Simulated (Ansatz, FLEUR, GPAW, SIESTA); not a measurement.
## CsPbBr3: programs and potentials compared

```
Pb Cs Br
1.0
     5.87000    0.00000    0.00000
     0.00000    5.87000    0.00000
     0.00000    0.00000    5.87000
Pb Cs Br
1 1 3
Direct
  0.50000 0.50000 0.50000
  0.00000 0.00000 0.00000
  0.50000 0.50000 0.00000
  0.50000 0.00000 0.50000
  0.00000 0.50000 0.50000
```

Measurements of this composition are mostly on another form, of space group No. 62.

Alike in all runs: task band structure; functional LDA; k mesh 5 × 5 × 5; occupations fermi-dirac, width 0.05 eV; no spin polarisation; no spin-orbit coupling. LDA stands for any of its common fits. Pressure is positive in compression and, in plane waves, holds the error of the finite cutoff, which Ansatz's Pulay term estimates and takes out. Gaps are the smaller of the mesh's and the band path's.

```json
{"program and potentials": "Ansatz, Ansatz PAW", "plane-wave cutoff (eV)": "420", "notes": "potentials made for PBE, which Ansatz adapts in part", "band gap (eV)": "1.39", "pressure (GPa)": "-1.22"}
{"program and potentials": "Ansatz, all-electron LAPW, scalar-relativistic", "plane-wave cutoff (eV)": "-", "notes": "-", "band gap (eV)": "1.39", "pressure (GPa)": "-1.21"}
{"program and potentials": "FLEUR, all-electron, FLAPW", "plane-wave cutoff (eV)": "-", "notes": "-", "band gap (eV)": "1.40", "pressure (GPa)": "-"}
{"program and potentials": "GPAW, the program's PAW data sets (release 1.2.1) made for this functional", "plane-wave cutoff (eV)": "600", "notes": "-", "band gap (eV)": "1.34", "pressure (GPa)": "-1.26"}
{"program and potentials": "SIESTA, files PseudoDojo sr-lda-0.4.1-standard, DZP (energy shift 0.003 Ry; two zetas on semicore shells; d shell added on Cs)", "plane-wave cutoff (eV)": "-", "notes": "atomic basis", "band gap (eV)": "1.39", "pressure (GPa)": "-0.94"}
```

The band gap spans 1.34 (GPAW, the program's PAW data sets (release 1.2.1) made for this functional) to 1.40 eV (FLEUR, all-electron, FLAPW), with all-electron results at 1.39 to 1.40. The pressure spans -1.26 (GPAW, the program's PAW data sets (release 1.2.1) made for this functional) to -0.94 GPa (SIESTA, files PseudoDojo sr-lda-0.4.1-standard, DZP (energy shift 0.003 Ry; two zetas on semicore shells; d shell added on Cs)), with all-electron results at -1.21. Spin-orbit coupling, left out here, moves the band edges of heavy atoms. The paths' points differ, which is worth about 0.01 eV. Rows in atomic bases carry the error of their basis and grid, which can be large.

The functional is the same throughout but for its coding, so the spread measures potentials, basis and numerics; runs on potential files found faulty are left out.
